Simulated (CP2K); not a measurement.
# HgTe (Coloradoite) (F-43m) in CP2K: reference runs

How does HgTe (Coloradoite) come out in PBEsol? The cell is run as given and disturbed.

All numbers are computed with CP2K 2026.2; they aren't measurements. Logs are shortened: lines on timing, memory, paths and dates and some standing lists are left out, and cuts for length are marked.

**1. The structure**

It takes space group F-43m (No. 216, cubic). The conventional cell has a = 6.429 Å, b = 6.429 Å, c = 6.429 Å, α = 90.00°, β = 90.00°, γ = 90.00°. Hg (site symmetry -43m) has 4 Te at 2.78 Å as nearest neighbours. Te (site symmetry -43m) has 4 Hg at 2.78 Å as nearest neighbours.

**2. Single point, PBEsol**

File hgte_scf.inp:

```
&GLOBAL
  PROJECT hgte_scf
  RUN_TYPE ENERGY_FORCE
  PRINT_LEVEL LOW
&END GLOBAL
&FORCE_EVAL
  METHOD QS
  STRESS_TENSOR ANALYTICAL
  &DFT
    BASIS_SET_FILE_NAME BASIS_MOLOPT_UZH
    POTENTIAL_FILE_NAME POTENTIAL_UZH
    &MGRID
      CUTOFF 450
      REL_CUTOFF 60
      NGRIDS 4
    &END MGRID
    &QS
      METHOD GPW
      EPS_DEFAULT 1.0E-10
    &END QS
    &KPOINTS
      SCHEME MONKHORST-PACK 7 7 7
      GAMMA_CENTERED T
      SYMMETRY T
      SYMMETRY_BACKEND SPGLIB
    &END KPOINTS
    &SCF
      SCF_GUESS ATOMIC
      EPS_SCF 1.0E-6
      MAX_SCF 100
      ADDED_MOS 10
      CHOLESKY OFF
      EPS_EIGVAL 1.0E-7
      &DIAGONALIZATION ON
        ALGORITHM STANDARD
      &END DIAGONALIZATION
      &MIXING ON
        METHOD BROYDEN_MIXING
        ALPHA 0.4
        BETA 1.5
        NBUFFER 8
      &END MIXING
      &SMEAR ON
        METHOD FERMI_DIRAC
        ELECTRONIC_TEMPERATURE [K] 580.226
      &END SMEAR
    &END SCF
    &XC
      &XC_FUNCTIONAL
        &GGA_X_PBE_SOL
        &END GGA_X_PBE_SOL
        &GGA_C_PBE_SOL
        &END GGA_C_PBE_SOL
      &END XC_FUNCTIONAL
    &END XC
    &PRINT
      &KPOINTS ON
      &END KPOINTS
      &MULLIKEN ON
      &END MULLIKEN
      &MO ON
        ENERGIES T
        OCCUPATION_NUMBERS T
        &EACH
          QS_SCF 0
        &END EACH
        ADD_LAST NUMERIC
      &END MO
      &LOWDIN ON
      &END LOWDIN
      &HIRSHFELD ON
        SHAPE_FUNCTION DENSITY
      &END HIRSHFELD
      &E_DENSITY_CUBE ON
        STRIDE 1
      &END E_DENSITY_CUBE
      &V_HARTREE_CUBE ON
        STRIDE 1
      &END V_HARTREE_CUBE
      &ELF_CUBE ON
        STRIDE 1
      &END ELF_CUBE
    &END PRINT
  &END DFT
  &SUBSYS
    &CELL
      ABC 4.5459894962 4.5459894962 4.5459894962
      ALPHA_BETA_GAMMA 60.0000000000 60.0000000002 60.0000000003
      PERIODIC XYZ
    &END CELL
    &COORD
      SCALED
      Hg  0.0000000000 0.0000000000 0.0000000000
      Te  0.7500000000 0.7500000000 0.7500000000
    &END COORD
    &KIND Hg
      BASIS_SET TZVP-MOLOPT-PBE-GTH-q12
      POTENTIAL GTH-PBE-q12
    &END KIND
    &KIND Te
      BASIS_SET TZVP-MOLOPT-PBE-GTH-q6
      POTENTIAL GTH-PBE-q6
    &END KIND
    &PRINT
      &ATOMIC_COORDINATES ON
      &END ATOMIC_COORDINATES
      &CELL ON
      &END CELL
    &END PRINT
  &END SUBSYS
  &PRINT
    &FORCES ON
    &END FORCES
    &STRESS_TENSOR ON
    &END STRESS_TENSOR
  &END PRINT
&END FORCE_EVAL
```

Potentials or basis: POTENTIAL_UZH Hg GTH-PBE-q12, Te GTH-PBE-q6; TZVP-MOLOPT-PBE-GTH basis.

Launch:

```
> OMP_NUM_THREADS=1 cp2k.psmp -i hgte_scf.inp -o hgte_scf.out
```

hgte_scf.out:

```text

 CP2K| version string:                                       CP2K version 2026.2
 CP2K| Input file name                                              hgte_scf.inp

 GLOBAL| Force Environment number                                              1
 GLOBAL| Basis set file name                                    BASIS_MOLOPT_UZH
 GLOBAL| Potential file name                                       POTENTIAL_UZH
 GLOBAL| MM Potential file name                                     MM_POTENTIAL
 GLOBAL| Coordinate file name                                      __STD_INPUT__
 GLOBAL| Method name                                                        CP2K
 GLOBAL| Project name                                                   hgte_scf
 GLOBAL| Run type                                                   ENERGY_FORCE
 GLOBAL| FFT library                                                       FFTW3
 GLOBAL| Diagonalization library                                       ScaLAPACK
 GLOBAL| Cholesky decomposition library                                ScaLAPACK
 GLOBAL| DGEMM library                                                      BLAS
 GLOBAL| Direct generalized diagonalization requested                          F
 GLOBAL| Matrix multiplication library                                 ScaLAPACK
 GLOBAL| Global print level                                                  LOW
 GLOBAL| Total number of message passing processes                             1
 GLOBAL| Number of threads for this process                                    1
 GLOBAL| CPU model name                          AMD EPYC 9R45 96-Core Processor

 CELL| Volume [angstrom^3]:                                            66.430923
 CELL| Vector a [angstrom]:       4.546     0.000     0.000   |a| =     4.545989
 CELL| Vector b [angstrom]:       2.273     3.937     0.000   |b| =     4.545989
 CELL| Vector c [angstrom]:       2.273     1.312     3.712   |c| =     4.545989
 CELL| Angle (b,c), alpha [degree]:                                    60.000000
 CELL| Angle (a,c), beta  [degree]:                                    60.000000
 CELL| Angle (a,b), gamma [degree]:                                    60.000000
 CELL| Numerically orthorhombic:                                              NO
 CELL| Periodicity                                                           XYZ

 CELL_REF| Volume [angstrom^3]:                                        66.430923
 CELL_REF| Vector a [angstrom     4.546     0.000     0.000   |a| =     4.545989
 CELL_REF| Vector b [angstrom     2.273     3.937     0.000   |b| =     4.545989
 CELL_REF| Vector c [angstrom     2.273     1.312     3.712   |c| =     4.545989
 CELL_REF| Angle (b,c), alpha [degree]:                                60.000000
 CELL_REF| Angle (a,c), beta  [degree]:                                60.000000
 CELL_REF| Angle (a,b), gamma [degree]:                                60.000000
 CELL_REF| Numerically orthorhombic:                                          NO
 CELL_REF| Periodicity                                                       XYZ
[... 9 lines left out ...]
 TOTAL NUMBERS AND MAXIMUM NUMBERS

  Total number of            - Atomic kinds:                                   2
                             - Atoms:                                          2
                             - Shell sets:                                     2
                             - Shells:                                        17
                             - Primitive Cartesian functions:                 10
                             - Cartesian basis functions:                     58
                             - Spherical basis functions:                     51

  Maximum angular momentum of- Orbital basis functions:                        3
                             - Local part of the GTH pseudopotential:          0
                             - Non-local part of the GTH pseudopotential:      4

 MODULE QUICKSTEP: ATOMIC COORDINATES IN ANGSTROM

   Atom Kind Element         X             Y             Z       Z(eff)     Mass
      1    1 Hg   80      0.000000      0.000000      0.000000  12.0000 200.5900
      2    2 Te   52      6.818984      3.936942      2.783839   6.0000 127.6000

 SCF PARAMETERS         Density guess:                                    ATOMIC
                        --------------------------------------------------------
                        max_scf:                                             100
[... 7 lines left out ...]
                        --------------------------------------------------------
                        level_shift [a.u.]:                             0.000000
                        added MOs                                        10    0
                        --------------------------------------------------------
                        Mixing method:                            BROYDEN_MIXING
[... 11 lines left out ...]
 *******************************************************************************
 BRILLOUIN| K-point scheme                                        Monkhorst-Pack
 BRILLOUIN| K-Point grid                                             7    7    7
 BRILLOUIN| Gamma-centered k-point mesh                                     ON
 BRILLOUIN| K-point symmetry accuracy                               0.100000E-05
 BRILLOUIN| K-Point point group symmetrization                                ON
 BRILLOUIN| Symmetry backend                                             SPGLIB
 BRILLOUIN| Symmetry reduction method                                    SPGLIB
[... 25 lines left out ...]
 Extrapolation method: initial_guess

 Number of electrons:                                                         18
 Number of occupied orbitals:                                                  9
 Number of molecular orbitals:                                                19

 Number of orbital functions:                                                 51
 Number of independent orbital functions:                                     51

 SCF WAVEFUNCTION OPTIMIZATION

  Step     Update method      Time    Convergence         Total energy    Change
  ------------------------------------------------------------------------------
     1 NoMix/Diag. 0.40E+00    0.8     1.23325128       -49.3189117738 -4.93E+01
     2 Broy./Diag. 0.40E+00    0.9     0.03976899       -49.8289458641 -5.10E-01
     3 Broy./Diag. 0.40E+00    0.9     0.08430072       -49.4458567132  3.83E-01
     4 Broy./Diag. 0.40E+00    0.9     0.01805128       -49.1822365455  2.64E-01
     5 Broy./Diag. 0.40E+00    0.9     0.00141074       -49.1935265214 -1.13E-02
     6 Broy./Diag. 0.40E+00    0.9     0.00111364       -49.2075211488 -1.40E-02
     7 Broy./Diag. 0.40E+00    1.0     0.00070130       -49.1998548084  7.67E-03
     8 Broy./Diag. 0.40E+00    0.9     0.00092133       -49.1931740510  6.68E-03
     9 Broy./Diag. 0.40E+00    0.9     0.00007554       -49.1924319859  7.42E-04
    10 Broy./Diag. 0.40E+00    0.9     0.00007653       -49.1928056899 -3.74E-04
    11 Broy./Diag. 0.40E+00    0.9     0.00000975       -49.1927106012  9.51E-05
    12 Broy./Diag. 0.40E+00    0.9     0.00000463       -49.1927306010 -2.00E-05
    13 Broy./Diag. 0.40E+00    1.0     0.00000121       -49.1927376256 -7.02E-06
    14 Broy./Diag. 0.40E+00    1.0     0.00000025       -49.1927379067 -2.81E-07

  *** SCF run converged in    14 steps ***

  Electronic density on regular grids:        -17.9999999995        0.0000000005
  Core density on regular grids:               17.9999999968       -0.0000000032
  Total charge density on r-space grids:       -0.0000000027
  Total charge density g-space grids:          -0.0000000027

  Overlap energy of the core charge distribution:               0.00000000447359
  Self energy of the core charge distribution:                -88.92489058408499
  Core Hamiltonian energy:                                     25.40897542362155
  Hartree energy:                                              22.00461494916492
  Exchange-correlation energy:                                 -7.68141308948801
  Electronic entropic energy:                                  -0.00002461041113
  Fermi energy:                                                 0.15951972026031

  Total energy:                                               -49.19273790672258
  Total energy (extrapolated to T->0):                        -49.19272560151702

 MO| EIGENVALUES AND OCCUPATION NUMBERS FOR K POINT 1
 MO|
 MO|  Index      Eigenvalue [a.u.]        Eigenvalue [eV]             Occupation
 MO|      1              -0.268004              -7.292749               2.000000
 MO|      2              -0.111156              -3.024695               2.000000
 MO|      3              -0.111155              -3.024695               2.000000
 MO|      4              -0.093794              -2.552273               2.000000
 MO|      5              -0.093794              -2.552273               2.000000
 MO|      6              -0.090173              -2.453730               2.000000
[... 342 lines left out ...]
 MO|     18               0.750917              20.433483               0.000000
 MO|     19               0.750917              20.433499               0.000000
 MO| Sum:                                                              18.000000
 MO| E(Fermi):            0.159520 a.u.          4.340752 eV

 [... the levels of further k-points ...]

 The electron density is written in Cube    file format to the file:

 hgte_scf-ELECTRON_DENSITY-1_0.cube

 !-----------------------------------------------------------------------------!
                     Mulliken Population Analysis

 #  Atom  Element  Kind  Atomic population                           Net charge
       1     Hg       1         11.734906                              0.265094
       2     Te       2          6.265094                             -0.265094
 # Total charge                             18.000000                  0.000000

 !-----------------------------------------------------------------------------!

 !-----------------------------------------------------------------------------!
                           Hirshfeld Charges

  #Atom  Element  Kind  Ref Charge     Population                    Net charge
      1       Hg     1      12.000         11.875                         0.125
      2       Te     2       6.000          6.125                        -0.125

  Total Charge                                                            0.000
 !-----------------------------------------------------------------------------!

 LOWDIN POPULATION ANALYSIS

 #  Atom  Element  Kind  Atomic population                           Net charge
       1     Hg       1         13.549905                             -1.549905
       2     Te       2          4.450095                              1.549905
 # Total charge                             18.000000                 -0.000000

               ----- ELF is computed on the real space grid -----

 ELF is written in Cube    file format to the file:

 hgte_scf-ELF_S1-1_0.cube

 ENERGY| Total FORCE_EVAL ( QS ) energy [hartree]            -49.192738335590612

 FORCES| Atomic forces [hartree/bohr]
 FORCES|   Atom     x               y               z               |f|
 FORCES|      1 -6.42507605E-11  3.12154087E-09  2.60477981E-09   4.06608207E-09
 FORCES|      2  1.35188151E-10 -3.08043815E-09 -2.57593561E-09   4.01781275E-09
 FORCES| Sum     7.09373902E-11  4.11027248E-11  2.88441960E-11
 FORCES| Total atomic force                                       8.69110750E-11

 STRESS| Analytical stress tensor [bar]
 STRESS|                        x                   y                   z
 STRESS|      x        3.39681287248E+04  -8.62570803887E-03  -2.13196379804E-03
 STRESS|      y       -8.62570803887E-03   3.39681792411E+04   3.18984940695E-02
 STRESS|      z       -2.13196379804E-03   3.18984940695E-02   3.39681587810E+04
 STRESS| 1/3 Trace                                             3.39681555823E+04
 STRESS| Determinant                                           3.91936669619E+13

 STRESS| Eigenvectors and eigenvalues of the analytical stress tensor [bar]
 STRESS|                        1                   2                   3
 STRESS| Eigenvalues   3.39681265706E+04   3.39681367587E+04   3.39682034176E+04
 STRESS|      x           0.931285619161      0.347381193047     -0.109696865324
 STRESS|      y           0.287783385227     -0.516925561003      0.806206355451
 STRESS|      z          -0.223355811950      0.782377320159      0.581375876838
```

It took 19 s on 1 thread of AMD EPYC 9R45 (Zen 5), shared host; peak memory 0.37 GiB.

Results:

```
Free energy            : -1338.6025 eV
Pressure               : 3.4 GPa
Band gap on the k mesh : none (metal or under the smearing width)
Mulliken charges       : Hg +0.27; Te -0.27 e
Hirshfeld charges      : Hg +0.12; Te -0.12 e
```

Levels at points of the mesh, in eV from the Fermi level:
```tsv
k point	band 6	band 7	band 8	band 9	band 10	band 11	band 12	band 13
(0.00, 0.00, 0.00)	-6.92	-0.80	-0.04	-0.04	-0.04	4.06	4.06	4.06
```

Caveat: Mulliken charges move with the basis; the potentials were made for another functional, which shifts forces and pressure; the basis of atomic orbitals isn't converged, which shifts pressures, moduli and gaps. Spin-orbit coupling is left out, which matters for the levels of Hg, Te.

[end of part 1 of 2]
